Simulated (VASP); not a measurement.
# CdS (Greenockite) (P6_3mc) in VASP: notebook

The runs below take CdS (Greenockite) through relaxation of cell and atoms, with optB88-vdW, BEEF-vdW, rev-vdW-DF2.

All numbers are computed with VASP 6.6.1; they aren't measurements. Logs are shortened: lines on timing, memory, paths and dates and some standing lists are left out, and cuts for length are marked.

## (1) Starting point

The structure is hexagonal, space group P6_3mc (No. 186). The conventional cell has a = 4.150 Å, b = 4.150 Å, c = 6.737 Å, α = 90.00°, β = 90.00°, γ = 120.00°. Cd (site symmetry 3m) is surrounded by 4 S at 2.53 to 2.54 Å. S (site symmetry 3m) has 4 Cd at 2.53 to 2.54 Å as nearest neighbours.

## (2) Relaxation of cell and atoms, optB88-vdW

The input, INCAR:

```
SYSTEM = CdS
PREC     = Accurate       ! precision mode
ENCUT    = 600            ! plane-wave cutoff, eV
EDIFF    = 1E-7           ! SCF threshold, eV
ISMEAR   = -1             ! smearing method
SIGMA    = 0.05           ! smearing width, eV
LREAL    = .False.        ! projectors in reciprocal space
LASPH    = .True.         ! aspherical terms in the spheres
NELM     = 100            ! most SCF steps
ALGO     = Fast           ! electronic algorithm
ISIF     = 3              ! what is computed and relaxed
LWAVE    = .False.        ! write WAVECAR
LCHARG   = .False.        ! write CHGCAR
GGA      = BO             ! functional
LUSE_VDW = .True.       
AGGAC    = 0.0          
PARAM1   = 0.1833333333 
PARAM2   = 0.22         
IBRION   = 2              ! ionic algorithm
NSW      = 60             ! ionic steps
EDIFFG   = -0.005         ! ionic threshold
```

The input, KPOINTS:

```
Automatic mesh
0
Gamma
  7 7 4
  0 0 0
```

The input, POSCAR:

```
CdS
1.0
    4.1500000000      0.0000000000      0.0000000000
   -2.0750000000      3.5940054257      0.0000000000
    0.0000000000      0.0000000000      6.7370000000
Cd S
2 2
Direct
    0.6666666667      0.3333333333      0.5000000000
    0.3333333333      0.6666666667      0.0000000000
    0.6666666667      0.3333333333      0.8750000000
    0.3333333333      0.6666666667      0.3750000000
```

Potentials or basis: VASP PAW PBE potentials, release 64 (Cd, S).

On the command line:

```console
$ cat potpaw_PBE.64/Cd/POTCAR potpaw_PBE.64/S/POTCAR > POTCAR
$ mpirun -np 1 vasp_std > vasp.out
```

OUTCAR:

```text
SYSTEM = CdS
   PREC = Accurate
   ENCUT = 600
   EDIFF = 1E-7
   ISMEAR = -1
   LREAL = .False.
   LASPH = .True.
   NELM = 100
   ISIF = 3
   GGA = BO
   IBRION = 2
   NSW = 60
   EDIFFG = -0.005

 ion  position               nearest neighbor table
   1  0.667  0.333  0.500-   3 2.53   4 2.54   4 2.54   4 2.54
   2  0.333  0.667  0.000-   4 2.53   3 2.54   3 2.54   3 2.54
   3  0.667  0.333  0.875-   1 2.53   2 2.54   2 2.54   2 2.54
   4  0.333  0.667  0.375-   2 2.53   1 2.54   1 2.54   1 2.54

  LATTYP: Found a hexagonal cell.
 ALAT       =     4.1500000000
 C/A-ratio  =     1.6233734940

  Lattice vectors:

 A1 = (   4.1500000000,   0.0000000000,   0.0000000000)
 A2 = (  -2.0750000000,   3.5940054257,   0.0000000000)
 A3 = (   0.0000000000,   0.0000000000,   6.7370000000)

Analysis of symmetry for initial positions (statically):
=====================================================================
 Subroutine PRICEL returns:
 Original cell was already a primitive cell.

 Routine SETGRP: Setting up the symmetry group for a
 hexagonal supercell.

 Subroutine GETGRP returns: Found 12 space group operations
 (whereof  6 operations were pure point group operations)
 out of a pool of 24 trial point group operations.

The static configuration has the point symmetry C_3v.
 The point group associated with its full space group is C_6v.

Analysis of symmetry for dynamics (positions and initial velocities):
=====================================================================
 Subroutine PRICEL returns:
 Original cell was already a primitive cell.

 Routine SETGRP: Setting up the symmetry group for a
 hexagonal supercell.

 Subroutine GETGRP returns: Found 12 space group operations
 (whereof  6 operations were pure point group operations)
 out of a pool of 24 trial point group operations.

The dynamic configuration has the point symmetry C_3v.
 The point group associated with its full space group is C_6v.

 Subroutine INISYM returns: Found 12 space group operations
 (whereof  6 operations are pure point group operations),
 and found     1 'primitive' translations

----------------------------------------------------------------------------------------

                                     Primitive cell

  volume of cell :     100.4832

  direct lattice vectors                    reciprocal lattice vectors
     4.150000000  0.000000000  0.000000000     0.240963855  0.139120547  0.000000000
    -2.075000000  3.594005426  0.000000000     0.000000000  0.278241094  0.000000000
     0.000000000  0.000000000  6.737000000     0.000000000  0.000000000  0.148434021

  length of vectors
     4.150000000  4.150000000  6.737000000     0.278241094  0.278241094  0.148434021

  position of ions in fractional coordinates (direct lattice)
     0.666666667  0.333333333  0.500000000
     0.333333333  0.666666667  0.000000000
     0.666666667  0.333333333  0.875000000
     0.333333333  0.666666667  0.375000000

  ion indices of the primitive-cell ions
   primitive index   ion index
                 1           1
                 2           2
                 3           3
                 4           4

----------------------------------------------------------------------------------------

 KPOINTS: Automatic mesh

Automatic generation of k-mesh.
 Grid dimensions read from file:
 generate k-points for:    7    7    4

 Generating k-lattice:

  Cartesian coordinates                     Fractional coordinates (reciprocal lattice)
     0.034423408  0.019874364  0.000000000     0.142857143  0.000000000  0.000000000
     0.000000000  0.039748728  0.000000000     0.000000000  0.142857143  0.000000000
     0.000000000  0.000000000  0.037108505     0.000000000  0.000000000  0.250000000

  Length of vectors
     0.039748728  0.039748728  0.037108505

  Shift w.r.t. Gamma in fractional coordinates (k-lattice)
     0.000000000  0.000000000  0.000000000

 Subroutine IBZKPT returns following result:
 ===========================================

 Found     24 irreducible k-points:

 Following reciprocal coordinates:
            Coordinates               Weight
  0.000000  0.000000  0.000000      1.000000
  0.142857 -0.000000  0.000000      6.000000
  0.285714 -0.000000  0.000000      6.000000
  0.428571 -0.000000  0.000000      6.000000
  0.142857  0.142857  0.000000      6.000000
  0.285714  0.142857  0.000000     12.000000
[... 16 lines left out ...]
  0.428571  0.142857  0.500000      6.000000
  0.285714  0.285714  0.500000      6.000000
   k-points           NKPTS =     24   k-points in BZ     NKDIM =     24   number of bands    NBANDS=     22
   number of dos      NEDOS =    301   number of ions     NIONS =      4
   total plane-waves  NPLWV =  69984
   dimension x,y,z NGX =    36 NGY =   36 NGZ =   54
   dimension x,y,z NGXF=    72 NGYF=   72 NGZF=  108
   ions per type =               2   2
   NGX,Y,Z   is equivalent  to a cutoff of  14.42, 14.42, 13.33 a.u.
   NGXF,Y,Z  is equivalent  to a cutoff of  28.84, 28.84, 26.65 a.u.
 SYSTEM =  CdS
   PREC   = accura    normal or accurate (medium, high low for compatibility)
   ISTART =      0    job   : 0-new  1-cont  2-samecut
   ICHARG =      2    charge: 1-file 2-atom 10-const
   ISPIN  =      1    spin polarized calculation?
   LNONCOLLINEAR =      F non collinear calculations
   LSORBIT =      F    spin-orbit coupling
   LASPH  =      T    aspherical Exc in radial PAW
   ENCUT  =  600.0 eV  44.10 Ry    6.64 a.u.   8.29  8.29 13.46*2*pi/ulx,y,z
   NELM   =    100;   NELMIN=  2; NELMDL= -5     # of ELM steps
   EDIFF  = 0.1E-06   stopping-criterion for ELM
   LREAL  =      F    real-space projection
   EDIFFG = -.5E-02   stopping-criterion for IOM
   NSW    =     60    number of steps for IOM
   IBRION =      2    ionic relax: 0-MD 1-quasi-New 2-CG
   NFREE  =      1    steps in history (QN), initial steepest desc. (CG)
   ISIF   =      3    stress and relaxation
   ISYM   =      2    0-nonsym 1-usesym 2-fastsym
   POTIM  = 0.5000    time-step for ionic-motion
   TEBEG  =    0.0;   TEEND  =   0.0 temperature during run
   PSTRESS=    0.0 pullay stress
   NELECT =      36.0000    total number of electrons
   NUPDOWN=      -1.0000    fix difference up-down
   EMIN   =  10.00;   EMAX   =-10.00  energy-range for DOS
   EFERMI =   0.00;   METHOD = LEGACY
   ISMEAR =    -1;   SIGMA  =   0.05  broadening in eV -4-tet -1-fermi 0-gaus
   EFERMI_NEDOS =   21; number of points for ismear=-14 and -15
   IALGO  =     68    algorithm
   IMIX   =      4    mixing-type and parameters
     AMIX     =   0.40;   BMIX     =  1.00
     AMIX_MAG =   1.60;   BMIX_MAG =  1.00
  volume/ion in A,a.u.               =      25.12       169.52
  Fermi-wavevector in a.u.,A,eV,Ry     =   1.162727  2.197236 18.394190  1.351935
  Thomas-Fermi vector in A             =   2.299285
   LORBIT       =      0    0 simple, 1 ext, 2 COOP (PROOUT), +10 PAW based schemes
   GGA     = BO    functional components
   LHFCALC =     F    Hartree Fock is set to
   AEXX    =    0.0000 exact exchange contribution
   IVDW_NL    =     1    kernel type
   BPARAM     = 6.3000
   IVDW    =     0    specifies the selected vdW correction
   LEPSILON=     F    determine dielectric tensor
   LRPA    =     F    only Hartree local field effects (RPA)
 conjugate gradient relaxation of ions
 non-spin polarized calculation
 RMM-DIIS sequential band-by-band and
  energy-cutoff  :      600.00
  volume of cell :      100.48
 maximum number of plane-waves:      3376
 NGX is ok and might be reduce to    36
   NGX = 17   NGY = 17   NGZ = 27

--------------------------------------- Ionic step        1  -------------------------------------------

 number of electron      36.0000008 magnetization

 Free energy of the ion-electron system (eV)
  ---------------------------------------------------
  ext. energy  EPLUGINS =         0.00000000
  ---------------------------------------------------
  free energy    TOTEN  =        -2.64331685 eV

  energy without entropy =       -2.64331633  energy(sigma->0) =       -2.64331659

------------------------ aborting loop because EDIFF is reached ----------------------------------------

  FORCE on cell =-STRESS in cart. coord.  units (eV):
  Direction    XX          YY          ZZ          XY          YZ          ZX
  --------------------------------------------------------------------------------------
  -------------------------------------------------------------------------------------
  Total        0.9941960      0.9941960      1.4783743      0.0000000      0.0000000      0.0000000
  in kB       15.8521888     15.8521888     23.5722814      0.0000000      0.0000000      0.0000000
  external PRESSURE =      18.4255530 kB  Pullay stress =       0.0000000 kB

 VOLUME and BASIS-vectors are now :
 -----------------------------------------------------------------------------
  energy-cutoff  :      600.00
  volume of cell :      100.48
      direct lattice vectors                 reciprocal lattice vectors
     4.150000000  0.000000000  0.000000000     0.240963855  0.139120547  0.000000000
    -2.075000000  3.594005426  0.000000000     0.000000000  0.278241094  0.000000000
     0.000000000  0.000000000  6.737000000     0.000000000  0.000000000  0.148434021
[... 210 lines left out ...]
  FREE ENERGIE OF THE ION-ELECTRON SYSTEM (eV)
  ---------------------------------------------------
  free  energy   TOTEN  =        -2.6617377460 eV

  energy  without entropy=       -2.6617366125  energy(sigma->0) =       -2.66173718

Total vdW correction in eV:      7.3418083

--------------------------------------- Ionic step        7  -------------------------------------------

 number of electron      36.0000005 magnetization

 Free energy of the ion-electron system (eV)
  ---------------------------------------------------
  ext. energy  EPLUGINS =         0.00000000
  ---------------------------------------------------
  free energy    TOTEN  =        -2.66174357 eV

  energy without entropy =       -2.66174245  energy(sigma->0) =       -2.66174301

 E-fermi :   1.3245     XC(G=0):  -9.1261

 val. band max:        0.7994459000   @ k =   0.0000   0.0000   0.0000
 cond. band min:       1.7870134200   @ k =   0.0000   0.0000   0.0000
 fundamental gap:      0.9875675201
 Fermi energy:         1.3245246631

 k-point     1 :       0.0000    0.0000    0.0000
  band No.  band energies     occupation
      1     -11.3176      2.00000
      2     -10.9249      2.00000
      3      -6.8168      2.00000
      4      -6.8074      2.00000
      5      -6.8074      2.00000
      6      -6.7327      2.00000
[... 14 lines left out ...]
     21       7.2451      0.00000
     22       7.2451      0.00000
[... 595 lines left out ...]
 POSITION                                       TOTAL-FORCE (eV/Angst)
 -----------------------------------------------------------------------------------
      2.09257      1.20815      3.41166         0.000000     -0.000000      0.001387
     -0.00000      2.41630      6.82593         0.000000      0.000000      0.001387
      2.09257      1.20815      5.97757        -0.000000     -0.000000     -0.001387
     -0.00000      2.41630      2.56330        -0.000000      0.000000     -0.001387
 -----------------------------------------------------------------------------------
    total drift:                               -0.000000     -0.000000     -0.000284

  FREE ENERGIE OF THE ION-ELECTRON SYSTEM (eV)
  ---------------------------------------------------
  free  energy   TOTEN  =        -2.6617435696 eV

  energy  without entropy=       -2.6617424536  energy(sigma->0) =       -2.66174301

Total vdW correction in eV:      7.3401350

 reached required accuracy - stopping structural energy minimisation
```

Wall time 7.8 min (1 thread of Intel Xeon 6975P-C (Granite Rapids), shared host); peak memory 0.64 GiB.

Results:

```yaml
Free_energy: -2.6617 eV
Relaxed_volume: 25.90 Å³/atom
Relaxed_cell: a = 4.185 Å, b = 4.185 Å, c = 6.829 Å, α = 90.00°, β = 90.00°, γ = 120.00°
Space_group_after_relaxing_to_0.05_Å: P6_3mc (No. 186)
Energy_gained_by_relaxing: 4.6 meV/atom
Ionic_steps: 7
Pressure_after_relaxing: 0.0 GPa
Band_gap_on_the_k_mesh: 0.99 eV, direct
```

The path:
```tsv
step	energy change (eV)	largest force (eV/Å)	pressure (GPa)	volume (Å³)
1	0.0000	0.0649	1.84	100.48
2	-0.0162	0.0097	-0.60	104.74
3	-0.0184	0.0064	-0.01	103.61
4	-0.0184	0.0055	-0.03	103.67
5	-0.0184	0.0018	-0.03	103.65
6	-0.0184	0.0022	-0.03	103.65
7	-0.0184	0.0014	0.01	103.58
```

Final structure:
```
Cd S
1.0
     4.18515    0.00000    0.00000
    -2.09257    3.62445    0.00000
     0.00000    0.00000    6.82853
Cd S
2 2
Direct
  0.66667 0.33333 0.49962
  0.33333 0.66667 0.99962
  0.66667 0.33333 0.87538
  0.33333 0.66667 0.37538
```

Caveat: the PAW data sets were made with another functional, which shifts forces and pressure a little. Zero-point motion and thermal expansion aren't in these numbers.

## (3) Relaxation of cell and atoms, BEEF-vdW

The input, INCAR:

```
PREC     = Accurate       # precision mode
ENCUT    = 600            # plane-wave cutoff, eV
EDIFF    = 1E-6           # SCF threshold, eV
ISMEAR   = -1             # smearing method
SIGMA    = 0.05           # smearing width, eV
LREAL    = False          # projectors in reciprocal space
LASPH    = True           # aspherical terms in the spheres
NELM     = 60             # most SCF steps
ALGO     = Fast           # electronic algorithm
ISIF     = 3              # what is computed and relaxed
LWAVE    = False          # write WAVECAR
LCHARG   = False          # write CHGCAR
GGA      = BF             # functional
LUSE_VDW = True         
ZAB_VDW  = -1.8867      
IBRION   = 2              # ionic algorithm
NSW      = 60             # ionic steps
EDIFFG   = -0.01          # ionic threshold
```

The input, KPOINTS:

```
regular mesh
0
Gamma
  7 7 4
```

POSCAR is that of step 2.

Potentials or basis: VASP PAW PBE potentials, release 64 (Cd, S).

On the command line:

```console
$ cat potpaw_PBE.64/Cd/POTCAR potpaw_PBE.64/S/POTCAR > POTCAR
$ mpirun -np 1 vasp_std > vasp.out
```

Wall time 8 min (1 thread of Intel Xeon 6975P-C (Granite Rapids), shared host); peak memory 0.64 GiB.

The run converged. Its results:

| Quantity | Value |
| --- | --- |
| Free energy | -2.8595 eV |
| Relaxed volume | 26.71 Å³/atom |
| Relaxed cell | a = 4.229 Å, b = 4.229 Å, c = 6.898 Å, α = 90.00°, β = 90.00°, γ = 120.00° |
| Space group after relaxing (to 0.05 Å) | P6_3mc (No. 186) |
| Energy gained by relaxing | 17.1 meV/atom |
| Ionic steps | 8 |
| Pressure after relaxing | 0.0 GPa |
| Band gap on the k mesh | 1.16 eV, direct |

The path:
```csv
step,energy change (eV),largest force (eV/Å),pressure (GPa),volume (Å³)
1,0.0000,0.0652,3.57,100.48
2,-0.0630,0.0040,-0.87,108.85
3,-0.0683,0.0066,-0.05,106.88
4,-0.0682,0.0075,0.06,106.75
5,-0.0683,0.0029,0.08,106.75
6,-0.0683,0.0011,0.08,106.75
7,-0.0683,0.0015,0.06,106.78
8,-0.0683,0.0007,0.04,106.86
```

Final structure:
```
Cd S
1.0
     4.22931    0.00000    0.00000
    -2.11465    3.66269    0.00000
     0.00000    0.00000    6.89834
Cd S
2 2
Cartesian
  2.1147 1.2209 3.4463
  0.0000 2.4418 6.8954
  2.1147 1.2209 6.0390
  0.0000 2.4418 2.5898
```

Levels at points of the mesh, in eV from the valence-band top:
| k point | band 15 | band 16 | band 17 | band 18 | band 19 | band 20 | band 21 | band 22 |
| --- | --- | --- | --- | --- | --- | --- | --- | --- |
| (0.00, 0.00, 0.00) | -0.63 | -0.04 | 0.00 | 0.00 | 1.16 | 2.83 | 6.62 | 6.62 |
| (0.00, 0.00, 0.50) | -0.33 | -0.33 | -0.33 | -0.33 | 2.79 | 2.79 | 6.24 | 6.24 |

Caveat: the PAW data sets were made with another functional, which shifts forces and pressure a little. Zero-point motion and thermal expansion aren't in these numbers.

(Continued in part 2 of 2.)
